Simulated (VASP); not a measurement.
Energy against volume of LiI (rock salt). Computed with LDA (Ceperley-Alder, Perdew-Zunger), VASP's LDA PAW potentials (set 64) (plane waves; VASP). Settings: 520 eV cut-off, 8×8×8 Γ-centred mesh, Gaussian smearing of 0.050 eV, potentials Li_sv I.

```json
[
 {"V (Å³/atom)": "22.984", "E (eV/atom)": "-3.27230"},
 {"V (Å³/atom)": "23.718", "E (eV/atom)": "-3.27860"},
 {"V (Å³/atom)": "24.451", "E (eV/atom)": "-3.28069"},
 {"V (Å³/atom)": "25.185", "E (eV/atom)": "-3.27921"}
]
```

Task: Fit these four points and predict the energy of the run at 25.918 Å³/atom.

Result: A cubic in V^(−2/3), the third-order Birch-Murnaghan form, passes through the four points with V0 = 24.49 Å³/atom and B0 = 26 GPa, and gives -3.2747 eV/atom there. The run gave -3.2747 eV/atom, +0.0 meV/atom from the fit; all five points give B0 = 26 GPa.

The compound is LiI in the rock salt structure. It was relaxed first, which changed the volume by -10 %.
